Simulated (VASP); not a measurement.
Crystal: GaP.

```
CELL_PARAMETERS angstrom
0.00000 2.72525 2.72525
2.72525 0.00000 2.72525
2.72525 2.72525 0.00000
ATOMIC_POSITIONS crystal
Ga 0.00000 0.00000 0.00000
P 0.75000 0.75000 0.75000
```

Base run:

| Quantity | Value |
| --- | --- |
| Program | VASP 6.6.1 |
| Functional | LDA |
| Potentials or basis | VASP PAW LDA potentials, release 64 (Ga_d, P) |
| Cutoff | 520 eV |
| k mesh | 6 × 6 × 6 |
| Occupations | gaussian, width 0.02 eV |
| Spin | spin-orbit coupling, no magnetisation |

Its results: pressure -2.6 GPa.

Question: The run is repeated on the same cell with these changes: functional from LDA to PBE; potentials or basis from VASP PAW LDA potentials, release 64 (Ga_d, P) to VASP PAW PBE potentials, release 64 (Ga_d, P). What comes out?

Answer: Pressure 2.5 GPa.
